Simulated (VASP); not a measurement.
**Y: relaxation of shape and atoms at fixed volume with PW91+D4**

Crystal: Y.

```xyz
1
Lattice="0.0000 2.5520 2.5520 2.5520 0.0000 2.5520 2.5520 2.5520 0.0000" Properties=species:S:1:pos:R:3 pbc="T T T"
Y     0.0000    0.0000    0.0000
```

This isn't the form of Y at room conditions, which is hcp.

```json
{
  "Program": "VASP 6.6.1",
  "Task": "relaxation of shape and atoms at fixed volume",
  "Functional": "PW91",
  "Dispersion": "D4",
  "Potentials or basis": "VASP PAW PBE potentials, release 64 (Y_sv)",
  "Cutoff": "600 eV",
  "k mesh": "7 × 7 × 7",
  "Occupations": "fermi-dirac, width 0.1 eV",
  "Spin": "spin-orbit coupling, no magnetisation",
  "Further INCAR settings": "LASPH = False; ALGO = Normal; EDIFF = 1e-07; IBRION = 2; EDIFFG = -0.01; NSW = 60; ISIF = 4"
}
```

```
Pressure after relaxing                               : -2.1 GPa
Valence electrons inside the program's atomic spheres : Y 9.44
Dispersion energy per atom                            : -0.189 eV
```

Final structure:
```xyz
1
Lattice="0.0000 2.5520 2.5520 2.5520 0.0000 2.5520 2.5520 2.5520 0.0000" Properties=species:S:1:pos:R:3 pbc="T T T"
Y     0.0000    0.0000    0.0000
```

It took 35 s on 1 thread of Intel(R) Xeon(R) 6975P-C (Granite Rapids), with other jobs on the host, peak memory 0.29 GiB.

Caveat: the relaxation stopped at its first step, so nothing moved; the PAW data sets were made with another functional, which shifts forces and pressure a little.
